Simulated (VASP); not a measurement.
# Ru in VASP: relaxation of the atoms with r2SCAN+rVV10

Aim: the relaxation of the atoms of Ru with r2SCAN+rVV10.

All numbers are computed with VASP 6.6.1; they aren't measurements. Logs are shortened: lines on timing, memory, paths and dates and some standing lists are left out, and cuts for length are marked.

## (1) The slab as given

The cell holds a slab with vacuum, 4 atoms: a = 2.700 Å, b = 2.700 Å, c = 27.269 Å, α = 90.00°, β = 90.00°, γ = 120.00°.

The cell was built by a generator and needn't be a form met in nature.

## (2) Relaxation of the atoms, r2SCAN+rVV10

Input file INCAR:

```
PREC = Accurate
ENCUT = 520
EDIFF = 1E-6
ISMEAR = 1
SIGMA = 0.1
LREAL = False
LASPH = True
NELM = 120
ALGO = Normal
ISIF = 2
LWAVE = False
LCHARG = False
LDIPOL = True
IDIPOL = 3
DIPOL = 0.5 0.5 0.500
METAGGA = R2SCAN
LMIXTAU = True
LUSE_VDW = True
IVDW_NL = 2
BPARAM = 11.95
CPARAM = 0.0093
IBRION = 2
NSW = 90
EDIFFG = -0.02
KPAR = 2
```

Input file KPOINTS:

```
Automatic mesh
0
Gamma
  16 16 1
```

Input file POSCAR:

```
Ru
1.0
    2.6997849600      0.0000000000      0.0000000000
   -1.3498924800      2.3380823200      0.0000000000
    0.0000000000      0.0000000000     27.2693498400
Ru
4
Selective dynamics
Direct
    0.3333330000      0.6666670000      0.3826853400  F F F
    0.6666670000      0.3333330000      0.4608951100  T T T
    0.3333330000      0.6666670000      0.5391048900  T T T
    0.6666670000      0.3333330000      0.6173146600  T T T
```

Potentials or basis: VASP PAW PBE potentials, release 64 (Ru_pv).

Run with:

```console
cat potpaw_PBE.64/Ru_pv/POTCAR > POTCAR
mpirun -np 2 vasp_std > vasp.out
```

OUTCAR:

```text
PREC = Accurate
   ENCUT = 520
   EDIFF = 1E-6
   ISMEAR = 1
   LREAL = False
   LASPH = True
   NELM = 120
   ISIF = 2
   METAGGA = R2SCAN
   IVDW_NL = 2
   BPARAM = 11.95
   IBRION = 2
   NSW = 90
   EDIFFG = -0.02

 ion  position               nearest neighbor table
   1  0.333  0.667  0.383-   2 2.64   2 2.64   2 2.64
   2  0.667  0.333  0.461-   1 2.64   1 2.64   3 2.64   3 2.64   1 2.64   3 2.64
   3  0.333  0.667  0.539-   4 2.64   4 2.64   2 2.64   2 2.64   4 2.64   2 2.64
   4  0.667  0.333  0.617-   3 2.64   3 2.64   3 2.64

  LATTYP: Found a hexagonal cell.
 ALAT       =     2.6997849600
 C/A-ratio  =    10.1005636538

  Lattice vectors:

 A1 = (   2.6997849600,   0.0000000000,   0.0000000000)
 A2 = (  -1.3498924800,   2.3380823200,   0.0000000000)
 A3 = (   0.0000000000,   0.0000000000,  27.2693498400)

Analysis of symmetry for initial positions (statically):
=====================================================================
 Subroutine PRICEL returns:
 Original cell was already a primitive cell.

 Routine SETGRP: Setting up the symmetry group for a
 hexagonal supercell.

 Subroutine GETGRP returns: Found 12 space group operations
 (whereof 12 operations were pure point group operations)
 out of a pool of 24 trial point group operations.

The static configuration has the point symmetry D_3d.

Analysis of symmetry for dynamics (positions and initial velocities):
=====================================================================
 Subroutine PRICEL returns:
 Original cell was already a primitive cell.

 Routine SETGRP: Setting up the symmetry group for a
 hexagonal supercell.

 Subroutine GETGRP returns: Found 12 space group operations
 (whereof 12 operations were pure point group operations)
 out of a pool of 24 trial point group operations.

The dynamic configuration has the point symmetry D_3d.

Analysis of constrained symmetry for selective dynamics:
=====================================================================
 Subroutine PRICEL returns:
 Original cell was already a primitive cell.

 Routine SETGRP: Setting up the symmetry group for a
 hexagonal supercell.

 Subroutine GETGRP returns: Found  6 space group operations
 (whereof  6 operations were pure point group operations)
 out of a pool of 24 trial point group operations.

The constrained configuration has the point symmetry C_3v.

 Subroutine INISYM returns: Found  6 space group operations
 (whereof  6 operations are pure point group operations),
 and found     1 'primitive' translations

----------------------------------------------------------------------------------------

                                     Primitive cell

  volume of cell :     172.1328

  direct lattice vectors                    reciprocal lattice vectors
     2.699784960  0.000000000  0.000000000     0.370399871  0.213850469  0.000000000
    -1.349892480  2.338082320  0.000000000     0.000000000  0.427700937  0.000000000
     0.000000000  0.000000000 27.269349840     0.000000000  0.000000000  0.036671208

  length of vectors
     2.699784960  2.699784925 27.269349840     0.427700932  0.427700937  0.036671208

  position of ions in fractional coordinates (direct lattice)
     0.333333000  0.666667000  0.382685340
     0.666667000  0.333333000  0.460895110
     0.333333000  0.666667000  0.539104890
     0.666667000  0.333333000  0.617314660

  ion indices of the primitive-cell ions
   primitive index   ion index
                 1           1
                 2           2
                 3           3
                 4           4

----------------------------------------------------------------------------------------

 KPOINTS: Automatic mesh

[... 27 lines left out ...]
  0.187500 -0.000000  0.000000      6.000000
  0.250000  0.000000  0.000000      6.000000
  0.312500 -0.000000  0.000000      6.000000
[... 16 lines left out ...]
  0.187500  0.187500  0.000000      6.000000
  0.250000  0.187500  0.000000     12.000000
 [... further k-points ...]
   k-points           NKPTS =     30   k-points in BZ     NKDIM =     30   number of bands    NBANDS=     33
   number of dos      NEDOS =    301   number of ions     NIONS =      4
   total plane-waves  NPLWV =  84000
   dimension x,y,z NGX =    20 NGY =   20 NGZ =  210
   dimension x,y,z NGXF=    40 NGYF=   40 NGZF=  420
   ions per type =               4
   NGX,Y,Z   is equivalent  to a cutoff of  12.32, 12.32, 12.80 a.u.
   NGXF,Y,Z  is equivalent  to a cutoff of  24.63, 24.63, 25.61 a.u.
 SYSTEM =  unknown system
   PREC   = accura    normal or accurate (medium, high low for compatibility)
   ISTART =      0    job   : 0-new  1-cont  2-samecut
   ICHARG =      2    charge: 1-file 2-atom 10-const
   ISPIN  =      1    spin polarized calculation?
   LNONCOLLINEAR =      F non collinear calculations
   LSORBIT =      F    spin-orbit coupling
   LASPH  =      T    aspherical Exc in radial PAW
   ENCUT  =  520.0 eV  38.22 Ry    6.18 a.u.   5.02  5.02 50.70*2*pi/ulx,y,z
   NELM   =    120;   NELMIN=  2; NELMDL= -5     # of ELM steps
   EDIFF  = 0.1E-05   stopping-criterion for ELM
   LREAL  =      F    real-space projection
   EDIFFG = -.2E-01   stopping-criterion for IOM
   NSW    =     90    number of steps for IOM
   IBRION =      2    ionic relax: 0-MD 1-quasi-New 2-CG
   NFREE  =      1    steps in history (QN), initial steepest desc. (CG)
   ISIF   =      2    stress and relaxation
   ISYM   =      2    0-nonsym 1-usesym 2-fastsym
   POTIM  = 0.5000    time-step for ionic-motion
   TEBEG  =    0.0;   TEEND  =   0.0 temperature during run
   PSTRESS=    0.0 pullay stress
   NELECT =      56.0000    total number of electrons
   NUPDOWN=      -1.0000    fix difference up-down
   EMIN   =  10.00;   EMAX   =-10.00  energy-range for DOS
   EFERMI =   0.00;   METHOD = LEGACY
   ISMEAR =     1;   SIGMA  =   0.10  broadening in eV -4-tet -1-fermi 0-gaus
   EFERMI_NEDOS =   21; number of points for ismear=-14 and -15
   IALGO  =     38    algorithm
   IMIX   =      4    mixing-type and parameters
     AMIX     =   0.40;   BMIX     =  1.00
     AMIX_MAG =   1.60;   BMIX_MAG =  1.00
  volume/ion in A,a.u.               =      43.03       290.40
  Fermi-wavevector in a.u.,A,eV,Ry     =   1.125943  2.127723 17.248742  1.267747
  Thomas-Fermi vector in A             =   2.262622
   LORBIT       =      0    0 simple, 1 ext, 2 COOP (PROOUT), +10 PAW based schemes
   METAGGA = R2SCAN    functional components
   LHFCALC =     F    Hartree Fock is set to
   AEXX    =    0.0000 exact exchange contribution
   IVDW_NL    =     2    kernel type
   BPARAM     =11.9500
   IVDW    =     0    specifies the selected vdW correction
   LEPSILON=     F    determine dielectric tensor
   LRPA    =     F    only Hartree local field effects (RPA)
 conjugate gradient relaxation of ions
 non-spin polarized calculation
 Methfessel and Paxton  Order N= 1 SIGMA  =   0.10
  energy-cutoff  :      520.00
  volume of cell :      172.13
 maximum number of plane-waves:      4691
 NGX is ok and might be reduce to    20
   NGX =  9   NGY =  9   NGZ =101

--------------------------------------- Ionic step        1  -------------------------------------------

 number of electron      56.0000014 magnetization

 Free energy of the ion-electron system (eV)
  ---------------------------------------------------
  ext. energy  EPLUGINS =         0.00000000
  ---------------------------------------------------
  free energy    TOTEN  =       -98.14981021 eV

  energy without entropy =      -98.14836102  energy(sigma->0) =      -98.14932715

------------------------ aborting loop EDIFF was not reached (unconverged)  ----------------------------

  FORCE on cell =-STRESS in cart. coord.  units (eV):
  Direction    XX          YY          ZZ          XY          YZ          ZX
  --------------------------------------------------------------------------------------
  -------------------------------------------------------------------------------------
  Total       -3.7782676     -3.7782675     -3.5649338      0.0000000      0.0000000      0.0000000
  in kB      -35.1673418    -35.1673406    -33.1816745      0.0000000      0.0000000      0.0000000
  external PRESSURE =     -34.5054523 kB  Pullay stress =       0.0000000 kB
[... 95 lines left out ...]
  FREE ENERGIE OF THE ION-ELECTRON SYSTEM (eV)
  ---------------------------------------------------
  free  energy   TOTEN  =       -98.1814754212 eV

  energy  without entropy=      -98.1816129511  energy(sigma->0) =      -98.18152126

[... ionic steps 4 to 8 ...]

--------------------------------------- Ionic step        9  -------------------------------------------

 number of electron      56.0000010 magnetization

------------------------ aborting loop because EDIFF is reached ----------------------------------------
[... 65 lines left out ...]
  FREE ENERGIE OF THE ION-ELECTRON SYSTEM (eV)
  ---------------------------------------------------
  free  energy   TOTEN  =       -98.2123768690 eV

  energy  without entropy=      -98.2157166630  energy(sigma->0) =      -98.21349013

 dipolmoment           0.000000      0.000000      0.000006 electrons x Angstroem

--------------------------------------- Ionic step       11  -------------------------------------------

 number of electron      56.0000011 magnetization

 dipolmoment           0.000000      0.000000     -0.000007 electrons x Angstroem

 Free energy of the ion-electron system (eV)
  ---------------------------------------------------
  ext. energy  EPLUGINS =         0.00000000
  ---------------------------------------------------
  free energy    TOTEN  =       -98.21247027 eV

  energy without entropy =      -98.21572642  energy(sigma->0) =      -98.21355566

 E-fermi :   0.5978     XC(G=0):  -5.5503

 val. band max:        0.5941275068   @ k =   0.3125  -0.0000   0.0000
 cond. band min:       0.5986866447   @ k =   0.1250   0.0000   0.0000
 fundamental gap:      0.0045591379
 Fermi energy:         0.5977686878

 k-point     1 :       0.0000    0.0000    0.0000
  band No.  band energies     occupation
      1     -44.5408      2.00000
      2     -44.0965      2.00000
      3     -43.6037      2.00000
      4     -43.6037      2.00000
      5     -43.5157      2.00000
      6     -43.5157      2.00000
[... 853 lines left out ...]
     32       2.1880     -0.00000
     33       3.4285      0.00000

 [... further k-points ...]

------------------------ aborting loop because EDIFF is reached ----------------------------------------

 vacuum level on the upper side and lower side of the slab       (xc-potential included)         0.039         0.038

  FORCE on cell =-STRESS in cart. coord.  units (eV):
  Direction    XX          YY          ZZ          XY          YZ          ZX
  --------------------------------------------------------------------------------------
  -------------------------------------------------------------------------------------
  Total       -2.5621791     -2.5621790     -0.1248771      0.0000000      0.0000000      0.0000000
  in kB      -23.8482389    -23.8482381     -1.1623304      0.0000000      0.0000000      0.0000000
  external PRESSURE =     -16.2862691 kB  Pullay stress =       0.0000000 kB
[... 19 lines left out ...]
  FREE ENERGIE OF THE ION-ELECTRON SYSTEM (eV)
  ---------------------------------------------------
  free  energy   TOTEN  =       -98.2124702747 eV

  energy  without entropy=      -98.2157264192  energy(sigma->0) =      -98.21355566

 reached required accuracy - stopping structural energy minimisation

 vacuum level on the upper side and lower side of the slab         5.735         5.735
```

Wall time 1.8 h (2 MPI ranks of Intel Xeon 6975P-C (Granite Rapids), shared host); peak memory 0.68 GiB.

What came out:

```yaml
Free_energy: -98.2125 eV
Energy_gained_by_relaxing: 15.7 meV/atom
Ionic_steps: 11
Band_gap_on_the_k_mesh: none (metal or under the smearing width)
```

The path:
```
step  energy change (eV)  largest force (eV/Å)  pressure (GPa)
   1              0.0000                0.7511           -3.45
   2             -0.0304                0.6622           -3.11
   3             -0.0317                0.6261           -2.95
   4             -0.0396                0.5264           -2.75
   5             -0.0558                0.2510           -2.16
   6             -0.0491                0.5944           -0.86
   7             -0.0598                0.2693           -1.71
   8             -0.0593                0.2921           -1.63
   9             -0.0625                0.0646           -1.68
  10             -0.0626                0.0396           -1.58
  11             -0.0627                0.0227           -1.63
```

Final structure:
```yaml
crystal:
  lattice:
    - [2.69978, 0.00000, 0.00000]
    - [-1.34989, 2.33808, 0.00000]
    - [0.00000, 0.00000, 27.26935]
  atoms:
    - { symbol: Ru, position: [0.33333, 0.66667, 0.38269] }
    - { symbol: Ru, position: [0.66667, 0.33333, 0.45796] }
    - { symbol: Ru, position: [0.33333, 0.66667, 0.53668] }
    - { symbol: Ru, position: [0.66667, 0.33333, 0.61190] }
```

Caveat: the PAW data sets were made with another functional, which shifts forces and pressure a little.
